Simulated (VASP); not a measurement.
Here is a VASP 6.6.1 calculation.

File INCAR:

```
SYSTEM = RbBr
PREC     = Accurate       ! precision mode
ENCUT    = 600            ! plane-wave cutoff, eV
EDIFF    = 1E-6           ! SCF threshold, eV
ISMEAR   = -1             ! smearing method
SIGMA    = 0.05           ! smearing width, eV
LREAL    = .False.        ! projectors in reciprocal space
LASPH    = .True.         ! aspherical terms in the spheres
NELM     = 60             ! most SCF steps
ALGO     = Normal         ! electronic algorithm
ISIF     = 3              ! what is computed and relaxed
LWAVE    = .False.        ! write WAVECAR
LCHARG   = .False.        ! write CHGCAR
GGA      = PE             ! functional
IBRION   = 2              ! ionic algorithm
NSW      = 60             ! ionic steps
EDIFFG   = -0.01          ! ionic threshold
```

KPOINTS

```
Automatic mesh
0
Gamma
  7 7 7
  0 0 0
```

The input POSCAR:

```
RbBr
1.0
    0.0000000000      3.4270000000      3.4270000000
    3.4270000000      0.0000000000      3.4270000000
    3.4270000000      3.4270000000      0.0000000000
Rb Br
1 1
Direct
    0.0000000000      0.0000000000      0.0000000000
    0.5000000000      0.5000000000      0.5000000000
```

Potentials or basis: VASP PAW PBE potentials, release 64 (Rb_sv, Br).

Launch:

```console
$ cat potpaw_PBE.64/Rb_sv/POTCAR potpaw_PBE.64/Br/POTCAR > POTCAR
$ mpirun -np 1 vasp_std > vasp.out
```

Task: What does it give for the band gap on the k mesh?

Result: 4.18 eV, direct.

Task: What does it give for the relaxed volume?

Result: 43.40 Å³/atom.

Task: What does it give for the relaxed cell?

Result: a = 4.970 Å, b = 4.970 Å, c = 4.970 Å, α = 60.00°, β = 60.00°, γ = 60.00°.

Task: Predict the space group after relaxing (to 0.05 Å).

Result: Fm-3m (No. 225).

Step by step:
```csv
step,energy change (eV),largest force (eV/Å),pressure (GPa),volume (Å³)
1,0.0000,0.0000,1.03,80.50
2,-0.0140,0.0000,0.47,83.54
3,-0.0143,0.0000,-0.39,89.70
4,-0.0181,0.0000,-0.04,86.79
```

Caveat: an odd mesh through Γ misses points on the zone boundary, where band edges often lie. PBE usually gives volumes a little too large and moduli too small.
